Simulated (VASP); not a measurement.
# SiC (P1) in VASP: notebook

Aim: see how the results for SiC move with the level of theory and the settings. Levels: PBE, BLYP+D3(BJ). Tasks: relaxation of cell and atoms.

Program: VASP 6.6.1. These are calculated values, not measurements. Logs are shortened: lines on timing, memory, paths and dates and some standing lists are left out, and cuts for length are marked.

### Step 1. The undisturbed crystal

The typed cell holds 4 atoms: a = 3.075 Å, b = 3.075 Å, c = 4.348 Å, α = 90.00°, β = 90.00°, γ = 90.00°.

### Step 2. Relaxation of cell and atoms, PBE (all atoms moved at random, sigma 0.02 Å a component)

INCAR

```
PREC = Accurate
ENCUT = 600
EDIFF = 1E-6
ISMEAR = 0
SIGMA = 0.05
LREAL = F
LASPH = T
NELM = 80
ALGO = Normal
ISIF = 3
LWAVE = F
LCHARG = F
GGA = PE
IBRION = 2
NSW = 40
EDIFFG = -0.01
```

KPOINTS

```
Automatic mesh
0
Gamma
  9 9 6
```

POSCAR

```
SiC
1.0
    0.0000000000     -2.1740000000     -2.1740000000
    0.0000000000      2.1740000000     -2.1740000000
    4.3480000000      0.0000000000      0.0000000000
Si C
2 2
Direct
    0.4985606300      0.4983789700      0.4980589600
    0.0018930000      0.0127189800      0.0060094300
    0.0027547100      0.4939543200      0.2504868800
    0.4967916500      0.9949477300      0.7454447300
```

Potentials or basis: VASP PAW PBE potentials, release 64 (Si, C).

Run with:

```sh
$ cat potpaw_PBE.64/Si/POTCAR potpaw_PBE.64/C/POTCAR > POTCAR
$ mpirun -np 1 vasp_std > vasp.out
```

OUTCAR:

```text
PREC = Accurate
   ENCUT = 600
   EDIFF = 1E-6
   ISMEAR = 0
   LREAL = F
   LASPH = T
   NELM = 80
   ISIF = 3
   GGA = PE
   IBRION = 2
   NSW = 40
   EDIFFG = -0.01

 ion  position               nearest neighbor table
   1  0.499  0.498  0.498-   3 1.87   4 1.87   4 1.88   3 1.89   2 3.02   2 3.03   2 3.07   2 3.07
                             2 3.08   2 3.08   2 3.12   2 3.13
   2  0.002  0.013  0.006-   3 1.82   4 1.90   3 1.92   4 1.92   1 3.02   1 3.03   1 3.07   1 3.07
                             1 3.08   1 3.08   1 3.12   1 3.13
   3  0.003  0.494  0.250-   2 1.82   1 1.87   1 1.89   2 1.92
   4  0.497  0.995  0.745-   1 1.87   1 1.88   2 1.90   2 1.92

  LATTYP: Found a simple tetragonal cell.
 ALAT       =     3.0745002846
 C/A-ratio  =     1.4142135624

  Lattice vectors:

 A1 = (   0.0000000000,  -2.1740000000,  -2.1740000000)
 A2 = (   0.0000000000,   2.1740000000,  -2.1740000000)
 A3 = (   4.3480000000,   0.0000000000,   0.0000000000)

Analysis of symmetry for initial positions (statically):
=====================================================================
 Subroutine PRICEL returns:
 Original cell was already a primitive cell.

 Routine SETGRP: Setting up the symmetry group for a
 simple tetragonal supercell.

 Subroutine GETGRP returns: Found  1 space group operations
 (whereof  1 operations were pure point group operations)
 out of a pool of 16 trial point group operations.

The static configuration has the point symmetry C_1 .

Analysis of symmetry for dynamics (positions and initial velocities):
=====================================================================
 Subroutine PRICEL returns:
 Original cell was already a primitive cell.

 Routine SETGRP: Setting up the symmetry group for a
 simple tetragonal supercell.

 Subroutine GETGRP returns: Found  1 space group operations
 (whereof  1 operations were pure point group operations)
 out of a pool of 16 trial point group operations.

The dynamic configuration has the point symmetry C_1 .

 Subroutine INISYM returns: Found  1 space group operations
 (whereof  1 operations are pure point group operations),
 and found     1 'primitive' translations

----------------------------------------------------------------------------------------

                                     Primitive cell

  volume of cell :      41.0997

  direct lattice vectors                    reciprocal lattice vectors
     0.000000000 -2.174000000 -2.174000000     0.000000000 -0.229990800 -0.229990800
     0.000000000  2.174000000 -2.174000000     0.000000000  0.229990800 -0.229990800
     4.348000000  0.000000000  0.000000000     0.229990800  0.000000000  0.000000000

  length of vectors
     3.074500285  3.074500285  4.348000000     0.325256109  0.325256109  0.229990800

  position of ions in fractional coordinates (direct lattice)
     0.498560630  0.498378970  0.498058960
     0.001893000  0.012718980  0.006009430
     0.002754710  0.493954320  0.250486880
     0.496791650  0.994947730  0.745444730

  ion indices of the primitive-cell ions
   primitive index   ion index
                 1           1
                 2           2
                 3           3
                 4           4

----------------------------------------------------------------------------------------

 KPOINTS: Automatic mesh

Automatic generation of k-mesh.
 Grid dimensions read from file:
 generate k-points for:    9    9    6

 Generating k-lattice:

  Cartesian coordinates                     Fractional coordinates (reciprocal lattice)
     0.000000000 -0.025554533 -0.025554533     0.111111111  0.000000000  0.000000000
     0.000000000  0.025554533 -0.025554533     0.000000000  0.111111111  0.000000000
     0.038331800  0.000000000  0.000000000     0.000000000  0.000000000  0.166666667

  Length of vectors
     0.036139568  0.036139568  0.038331800

  Shift w.r.t. Gamma in fractional coordinates (k-lattice)
     0.000000000  0.000000000  0.000000000

 Subroutine IBZKPT returns following result:
 ===========================================

 Found    244 irreducible k-points:

 Following reciprocal coordinates:
            Coordinates               Weight
  0.000000  0.000000  0.000000      1.000000
  0.111111  0.000000  0.000000      2.000000
  0.000000  0.111111  0.000000      2.000000
  0.222222  0.000000  0.000000      2.000000
  0.000000  0.222222  0.000000      2.000000
  0.333333  0.000000  0.000000      2.000000
[... 16 lines left out ...]
  0.111111  0.444444  0.000000      2.000000
  0.222222  0.222222  0.000000      2.000000
 [... further k-points ...]
   k-points           NKPTS =    244   k-points in BZ     NKDIM =    244   number of bands    NBANDS=     12
   number of dos      NEDOS =    301   number of ions     NIONS =      4
   total plane-waves  NPLWV =  28224
   dimension x,y,z NGX =    28 NGY =   28 NGZ =   36
   dimension x,y,z NGXF=    56 NGYF=   56 NGZF=   72
   ions per type =               2   2
   NGX,Y,Z   is equivalent  to a cutoff of  15.14, 15.14, 13.76 a.u.
   NGXF,Y,Z  is equivalent  to a cutoff of  30.28, 30.28, 27.53 a.u.
 SYSTEM =  unknown system
   PREC   = accura    normal or accurate (medium, high low for compatibility)
   ISTART =      0    job   : 0-new  1-cont  2-samecut
   ICHARG =      2    charge: 1-file 2-atom 10-const
   ISPIN  =      1    spin polarized calculation?
   LNONCOLLINEAR =      F non collinear calculations
   LSORBIT =      F    spin-orbit coupling
   LASPH  =      T    aspherical Exc in radial PAW
   ENCUT  =  600.0 eV  44.10 Ry    6.64 a.u.   6.14  6.14  8.68*2*pi/ulx,y,z
   NELM   =     80;   NELMIN=  2; NELMDL= -5     # of ELM steps
   EDIFF  = 0.1E-05   stopping-criterion for ELM
   LREAL  =      F    real-space projection
   EDIFFG = -.1E-01   stopping-criterion for IOM
   NSW    =     40    number of steps for IOM
   IBRION =      2    ionic relax: 0-MD 1-quasi-New 2-CG
   NFREE  =      1    steps in history (QN), initial steepest desc. (CG)
   ISIF   =      3    stress and relaxation
   ISYM   =      2    0-nonsym 1-usesym 2-fastsym
   POTIM  = 0.5000    time-step for ionic-motion
   TEBEG  =    0.0;   TEEND  =   0.0 temperature during run
   PSTRESS=    0.0 pullay stress
   NELECT =      16.0000    total number of electrons
   NUPDOWN=      -1.0000    fix difference up-down
   EMIN   =  10.00;   EMAX   =-10.00  energy-range for DOS
   EFERMI =   0.00;   METHOD = LEGACY
   ISMEAR =     0;   SIGMA  =   0.05  broadening in eV -4-tet -1-fermi 0-gaus
   EFERMI_NEDOS =   21; number of points for ismear=-14 and -15
   IALGO  =     38    algorithm
   IMIX   =      4    mixing-type and parameters
     AMIX     =   0.40;   BMIX     =  1.00
     AMIX_MAG =   1.60;   BMIX_MAG =  1.00
  volume/ion in A,a.u.               =      10.27        69.34
  Fermi-wavevector in a.u.,A,eV,Ry     =   1.195369  2.258920 19.441458  1.428907
  Thomas-Fermi vector in A             =   2.331336
   LORBIT       =      0    0 simple, 1 ext, 2 COOP (PROOUT), +10 PAW based schemes
   GGA     = PE    functional components
   LHFCALC =     F    Hartree Fock is set to
   AEXX    =    0.0000 exact exchange contribution
   IVDW    =     0    specifies the selected vdW correction
   LEPSILON=     F    determine dielectric tensor
   LRPA    =     F    only Hartree local field effects (RPA)
 conjugate gradient relaxation of ions
 non-spin polarized calculation
 Gauss-broadening in eV      SIGMA  =   0.05
  energy-cutoff  :      600.00
  volume of cell :       41.10
 maximum number of plane-waves:      1393
 NGX is ok and might be reduce to    28
   NGX = 13   NGY = 13   NGZ = 17

--------------------------------------- Ionic step        1  -------------------------------------------

 number of electron      16.0000000 magnetization

 Free energy of the ion-electron system (eV)
  ---------------------------------------------------
  ext. energy  EPLUGINS =         0.00000000
  ---------------------------------------------------
  free energy    TOTEN  =       -30.04932615 eV

  energy without entropy =      -30.04932615  energy(sigma->0) =      -30.04932615

------------------------ aborting loop because EDIFF is reached ----------------------------------------

  FORCE on cell =-STRESS in cart. coord.  units (eV):
  Direction    XX          YY          ZZ          XY          YZ          ZX
  --------------------------------------------------------------------------------------
  -------------------------------------------------------------------------------------
  Total        1.2845883      1.2940689      1.2909655      0.4491222     -0.3498287     -0.4839968
  in kB       50.0767249     50.4463080     50.3253274     17.5079990    -13.6372709    -18.8675055
  external PRESSURE =      50.2827868 kB  Pullay stress =       0.0000000 kB
[... 95 lines left out ...]
  FREE ENERGIE OF THE ION-ELECTRON SYSTEM (eV)
  ---------------------------------------------------
  free  energy   TOTEN  =       -30.1186776072 eV

  energy  without entropy=      -30.1186776072  energy(sigma->0) =      -30.11867761

[... ionic steps 4 to 9 ...]

--------------------------------------- Ionic step       10  -------------------------------------------

 number of electron      15.9999999 magnetization

------------------------ aborting loop because EDIFF is reached ----------------------------------------

  FORCE on cell =-STRESS in cart. coord.  units (eV):
  Direction    XX          YY          ZZ          XY          YZ          ZX
  --------------------------------------------------------------------------------------
  -------------------------------------------------------------------------------------
  Total       -0.0068087     -0.0061614     -0.0065787      0.0039718     -0.0027249     -0.0051884
  in kB       -0.2598622     -0.2351565     -0.2510820      0.1515864     -0.1039970     -0.1980208
  external PRESSURE =      -0.2487003 kB  Pullay stress =       0.0000000 kB
[... 61 lines left out ...]
  energy  without entropy=      -30.1235144302  energy(sigma->0) =      -30.12351443

--------------------------------------- Ionic step       12  -------------------------------------------

 number of electron      15.9999999 magnetization

 Free energy of the ion-electron system (eV)
  ---------------------------------------------------
  ext. energy  EPLUGINS =         0.00000000
  ---------------------------------------------------
  free energy    TOTEN  =       -30.12352288 eV

  energy without entropy =      -30.12352288  energy(sigma->0) =      -30.12352288

 E-fermi :   8.1659     XC(G=0): -11.2948

 val. band max:        7.9499382618   @ k =   0.0000   0.0000   0.0000
 cond. band min:       9.3193095993   @ k =   0.0000   0.0000   0.0000
 fundamental gap:      1.3693713376
 Fermi energy:         8.1659167950

 k-point     1 :       0.0000    0.0000    0.0000
  band No.  band energies     occupation
      1      -7.3439      2.00000
      2      -2.3928      2.00000
      3       0.1992      2.00000
      4       4.7913      2.00000
      5       4.7916      2.00000
      6       7.9483      2.00000
      7       7.9493      2.00000
      8       7.9499      2.00000
      9       9.3193      0.00000
     10      12.2228      0.00000
     11      14.0180      0.00000
     12      15.1603      0.00000
[... 331 lines left out ...]
 k-point    24 :       0.2222    0.2222    0.0000
  band No.  band energies     occupation
      1      -6.0894      2.00000
      2      -2.1764      2.00000
      3       0.9141      2.00000
      4       3.0865      2.00000
      5       3.3528      2.00000
      6       5.1382      2.00000
      7       6.2965      2.00000
      8       6.2972      2.00000
      9      12.4615      0.00000
     10      12.9601      0.00000
     11      14.6445      0.00000
     12      16.5725      0.00000

 [... further k-points ...]

------------------------ aborting loop because EDIFF is reached ----------------------------------------

  FORCE on cell =-STRESS in cart. coord.  units (eV):
  Direction    XX          YY          ZZ          XY          YZ          ZX
  --------------------------------------------------------------------------------------
  -------------------------------------------------------------------------------------
  Total        0.0018712      0.0019005      0.0018098      0.0044194     -0.0009747     -0.0015158
  in kB        0.0714321      0.0725517      0.0690886      0.1687049     -0.0372066     -0.0578650
  external PRESSURE =       0.0710241 kB  Pullay stress =       0.0000000 kB
[... 19 lines left out ...]
  FREE ENERGIE OF THE ION-ELECTRON SYSTEM (eV)
  ---------------------------------------------------
  free  energy   TOTEN  =       -30.1235228838 eV

  energy  without entropy=      -30.1235228838  energy(sigma->0) =      -30.12352288

 reached required accuracy - stopping structural energy minimisation
```

Run time: 10 min. Hardware: 1 thread of Intel Xeon Platinum 8375C at 2.90GHz (Ice Lake), shared host; peak memory 0.28 GiB.

Results:

```
Free energy                            : -30.1235 eV
Relaxed volume                         : 10.49 Å³/atom
Relaxed cell                           : a = 3.096 Å, b = 3.096 Å, c = 4.378 Å, α = 90.00°, β = 90.00°, γ = 90.00°
Space group after relaxing (to 0.05 Å) : F-43m (No. 216)
Energy gained by relaxing              : 18.5 meV/atom
Ionic steps                            : 12
Pressure after relaxing                : 0.0 GPa
Largest force after relaxing           : 0.006 eV/Å
Band gap on the k mesh                 : 1.37 eV
```

Forces in eV/Å, atoms in the order of the input:
```
Si  -0.002 -0.003  0.005
Si   0.000  0.000  0.001
C    0.000  0.001 -0.004
C    0.003  0.002 -0.003
```

The path:
```
step  energy change (eV)  largest force (eV/Å)  pressure (GPa)  volume (Å³)
   1              0.0000                1.7101            5.03        41.10
   2              0.0084                1.3045           -4.52        43.04
   3             -0.0694                0.1924           -0.08        41.99
   4             -0.0694                0.1866            0.01        41.97
   5             -0.0729                0.1367           -0.35        42.04
   6             -0.0735                0.0941           -0.27        42.03
   7             -0.0740                0.0441            0.16        41.94
   8             -0.0740                0.0479            0.18        41.93
   9             -0.0742                0.0198            0.01        41.97
  10             -0.0742                0.0158           -0.02        41.98
  11             -0.0742                0.0161           -0.04        41.98
  12             -0.0742                0.0065            0.01        41.97
```

Final structure:
```cif
data_structure
_symmetry_space_group_name_H-M 'P 1'
_symmetry_Int_Tables_number 1
_cell_length_a 3.0961
_cell_length_b 3.0961
_cell_length_c 4.3784
_cell_angle_alpha 90.001
_cell_angle_beta 89.999
_cell_angle_gamma 90.000
_cell_volume 41.97
loop_
_atom_site_label
_atom_site_type_symbol
_atom_site_fract_x
_atom_site_fract_y
_atom_site_fract_z
_atom_site_occupancy
Si1 Si 0.50001 0.50008 0.50001 1
Si2 Si 0.00001 0.99998 0.00000 1
C1 C 0.99998 0.49995 0.25000 1
C2 C 0.50000 0.99999 0.74998 1
```

Caveat: an odd mesh through Γ misses points on the zone boundary, where band edges often lie. PBE usually gives volumes a little too large and moduli too small.

### Step 3. Relaxation of cell and atoms, BLYP+D3(BJ) (all atoms moved at random, sigma 0.02 Å a component; volume scaled by 0.8)

INCAR

```
  PREC = Accurate
  ENCUT = 600
  EDIFF = 1E-7
  ISMEAR = -1
  SIGMA = 0.02
  LREAL = F
  LASPH = T
  NELM = 80
  ALGO = Normal
  ISIF = 3
  LWAVE = F
  LCHARG = F
  GGA = B5
  ALDAX = 1.0
  AGGAX = 1.0
  AGGAC = 1.0
  ALDAC = 0.0
  IVDW = 12
  VDW_S6 = 1.0
  VDW_S8 = 2.6996
  VDW_A1 = 0.4298
  VDW_A2 = 4.2359
  IBRION = 2
  NSW = 40
  EDIFFG = -0.005
```

SiC.cif

```cif
data_SiC
_cell_length_a 2.85411324
_cell_length_b 2.85411324
_cell_length_c 4.03632565
_cell_angle_alpha 90.00000000
_cell_angle_beta 90.00000000
_cell_angle_gamma 90.00000000
_space_group_name_H-M_alt 'P1'
_space_group_name_Hall 'P 1'
_space_group_IT_number 1
loop_
_space_group_symop_operation_xyz
'x,y,z'
loop_
_atom_site_label
_atom_site_type_symbol
_atom_site_symmetry_multiplicity
_atom_site_Wyckoff_symbol
_atom_site_fract_x
_atom_site_fract_y
_atom_site_fract_z
_atom_site_occupancy
Si1 Si 1 a 0.4985606300 0.4983789700 0.4980589600 1
Si2 Si 1 a 0.0018930000 0.0127189800 0.0060094300 1
C1 C 1 a 0.0027547100 0.4939543200 0.2504868800 1
C2 C 1 a 0.4967916500 0.9949477300 0.7454447300 1
```

KPOINTS

```
regular mesh
0
Gamma
  9 9 7
```

POSCAR

```
Si C 
 1.0000000000000000
     2.8541132400000002    0.0000000000000000    0.0000000000000000
     0.0000000000000000    2.8541132400000002    0.0000000000000000
     0.0000000000000000    0.0000000000000000    4.0363256500000002
 Si  C  
   2   2
Cartesian
  1.4229484950257414  1.4224300168145629  2.0103281554603241
  0.0054028363633200  0.0363014092172952  0.0242560164508795
  0.0078622542833604  1.4098015646671969  1.0110466187324718
  1.4178996257864460  2.8396934893009456  3.0088576843563248
```

Potentials or basis: VASP PAW PBE potentials, release 64 (Si, C).

Run with:

```sh
$ ase convert -i cif -o vasp SiC.cif POSCAR
$ cat potpaw_PBE.64/Si/POTCAR potpaw_PBE.64/C/POTCAR > POTCAR
$ mpirun -np 1 vasp_std > vasp.out
```

It took 13 min on 1 thread of Intel Xeon Platinum 8375C at 2.90GHz (Ice Lake), shared host; peak memory 0.27 GiB.

Results (log left out):

- Free energy: -29.8718 eV
- Relaxed volume: 10.27 Å³/atom
- Relaxed cell: a = 3.074 Å, b = 3.074 Å, c = 4.347 Å, α = 90.00°, β = 90.00°, γ = 90.00°
- Space group after relaxing (to 0.05 Å): F-43m (No. 216)
- Energy gained by relaxing: 414.6 meV/atom
- Ionic steps: 14
- Pressure after relaxing: 0.0 GPa
- Largest force after relaxing: 0.004 eV/Å
- Band gap on the k mesh: 1.70 eV
- Dispersion energy per atom: -0.650 eV

Forces in eV/Å, atoms in the order of the input:
```
Si   0.000 -0.001  0.003
Si   0.000  0.003 -0.003
C    0.000 -0.002 -0.001
C    0.000  0.000  0.000
```

The path:
| step | energy change (eV) | largest force (eV/Å) | pressure (GPa) | volume (Å³) |
| --- | --- | --- | --- | --- |
| 1 | 0.0000 | 2.5588 | 73.99 | 32.88 |
| 2 | 0.2688 | 1.1939 | -31.34 | 54.44 |
| 3 | -1.6146 | 1.0103 | -0.49 | 41.25 |
| 4 | -1.6185 | 0.9646 | 1.32 | 40.90 |
| 5 | -1.6188 | 0.9409 | 2.24 | 40.73 |
| 6 | -1.6268 | 0.7859 | -3.09 | 41.75 |
| 7 | -1.6563 | 0.1687 | -0.98 | 41.27 |
| 8 | -1.6578 | 0.0963 | 0.49 | 40.99 |
| 9 | -1.6579 | 0.0569 | 0.15 | 41.06 |
| 10 | -1.6582 | 0.0380 | 0.04 | 41.07 |
| 11 | -1.6582 | 0.0402 | 0.02 | 41.08 |
| 12 | -1.6582 | 0.0078 | -0.06 | 41.09 |
| 13 | -1.6582 | 0.0071 | -0.05 | 41.09 |
| 14 | -1.6582 | 0.0039 | 0.03 | 41.08 |

Final structure:
```xyz
4
Lattice="3.0740 0.0000 0.0000 0.0000 3.0740 0.0001 0.0000 0.0001 4.3471" Properties=species:S:1:pos:R:3 pbc="T T T"
Si    1.5370    1.5371    2.1735
Si    0.0000    3.0739    0.0001
C     3.0740    1.5371    1.0868
C     1.5370    0.0001    3.2603
```

Levels at points of the mesh, in eV from the valence-band top:
```csv
k point,band 5,band 6,band 7,band 8,band 9,band 10,band 11,band 12
"(0.00, 0.00, 0.00)",-3.15,0.00,0.00,0.00,1.70,4.57,6.51,7.44
```

Caveat: the PAW data sets were made with another functional, which shifts forces and pressure a little; an odd mesh through Γ misses points on the zone boundary, where band edges often lie.
